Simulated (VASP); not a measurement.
A run of VASP 6.6.1:

Contents of INCAR:

```
PREC     = Accurate       # precision mode
ENCUT    = 520            # plane-wave cutoff, eV
EDIFF    = 1E-6           # SCF threshold, eV
ISMEAR   = 0              # smearing method
SIGMA    = 0.05           # smearing width, eV
LREAL    = False          # projectors in reciprocal space
LASPH    = True           # aspherical terms in the spheres
NELM     = 120            # most SCF steps
ALGO     = Fast           # electronic algorithm
ISIF     = 2              # what is computed and relaxed
LWAVE    = False          # write WAVECAR
LCHARG   = True           # write CHGCAR
ISPIN    = 2              # spin polarisation
MAGMOM   = 4 0            # initial moments
LORBIT   = 11             # projections on sites
NUPDOWN  = 4              # fixed moment
LMAXMIX  = 4              # l up to which the mixer works
LDAU     = True           # DFT+U
LDAUTYPE = 2            
LDAUL    = 2 -1           # shell
LDAUU    = 6 0            # U, eV
LDAUJ    = 0 0          
LDAUPRINT= 1            
GGA      = PE             # functional
LELF     = True           # ELF
LVHAR    = True         
NBANDS   = 20             # bands
```

The input KPOINTS:

```
Automatic mesh
0
Gamma
  7 7 7
```

File POSCAR:

```
MnO
1.0
    2.9694859100      0.0000000000      0.0000000000
   -1.4847429600      2.5716502300      0.0000000000
    0.0000000000      0.0000000000      2.8980711300
Mn O
1 1
Direct
    0.0000000000      0.0000000000      0.0000000000
    0.6666666667      0.3333333333      0.5000000000
```

Potentials or basis: VASP PAW PBE potentials, release 64 (Mn_pv, O).

Run with:

```console
$ cat potpaw_PBE.64/Mn_pv/POTCAR potpaw_PBE.64/O/POTCAR > POTCAR
$ mpirun -np 1 vasp_std > vasp.out
```

Hardware: 1 thread of Intel(R) Xeon(R) Platinum 8488C (Sapphire Rapids) (shared host).

How long does it take, and how much memory?

It took 17 s on 1 thread of Intel(R) Xeon(R) Platinum 8488C (Sapphire Rapids), with other jobs on the host, peak memory 0.15 GiB. Counts: scf iterations 15, k points 32.
